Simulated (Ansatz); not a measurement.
# Structure relaxation of Nb

Computed with DFT PBE, scalar-relativistic, plane waves, PAW in Ansatz. Cutoff 420 eV, Γ-centred k mesh, Gaussian smearing, no spin polarisation in the final step.

Nb was placed on the samarium (9R) structure type (R-3m, No. 166), at a guessed volume.

```yaml
crystal:
  lattice:
    - [1.56068, 0.90106, 7.54267]
    - [-1.56068, 0.90106, 7.54267]
    - [0.00000, -1.80212, 7.54267]
  atoms:
    - { symbol: Nb, position: [0.00000, 0.00000, 0.00000] }
    - { symbol: Nb, position: [0.22222, 0.22222, 0.22222] }
    - { symbol: Nb, position: [0.77778, 0.77778, 0.77778] }
```

Cell and atoms relax at zero pressure; the relaxation can't lower the symmetry of the start. After a coarse first stage the cell is made exact in the group found at 0.06 Å.

Energies count from the standard state of Nb at the same level.

Question: Which crystal results?

Answer: It keeps R-3m (No. 166). The result has the samarium (9R) structure. Conventional cell: a = 2.864 Å, c = 23.657 Å. Nb on Wyckoff site a (1 atom of the primitive cell) has 6 Nb at 2.86 Å and 6 Nb at 3.10 Å; Nb on Wyckoff site c (2 atoms of the primitive cell) has 6 Nb at 2.86 Å and 6 Nb at 3.10–3.11 Å.

```cif
data_structure
_symmetry_space_group_name_H-M 'R-3m:H'
_symmetry_Int_Tables_number 166
_cell_length_a 2.8637
_cell_length_b 2.8637
_cell_length_c 23.6568
_cell_angle_alpha 90.000
_cell_angle_beta 90.000
_cell_angle_gamma 120.000
_cell_volume 168.01
loop_
_atom_site_label
_atom_site_type_symbol
_atom_site_symmetry_multiplicity
_atom_site_Wyckoff_symbol
_atom_site_fract_x
_atom_site_fract_y
_atom_site_fract_z
_atom_site_occupancy
Nb1 Nb 3 a 0.00000 0.00000 0.00000 1
Nb2 Nb 6 c 0.33333 0.66667 0.88894 1
```

Question: What are its volume, energy, density and gap?

Answer: The volume per atom is 18.67 Å³, the density is 8.26 g/cm³ and the energy over the standard structure is 0.29 eV/atom. The gap on the 18×18×18 mesh is 0 eV (a metal).

The final run used a 18×18×18 mesh on its 3-atom cell and 0.10 eV smearing. For metals, differences of a few meV/atom aren't resolved. A structure relaxed within its symmetry needn't be a true minimum. The steps took about 80 core-seconds in all.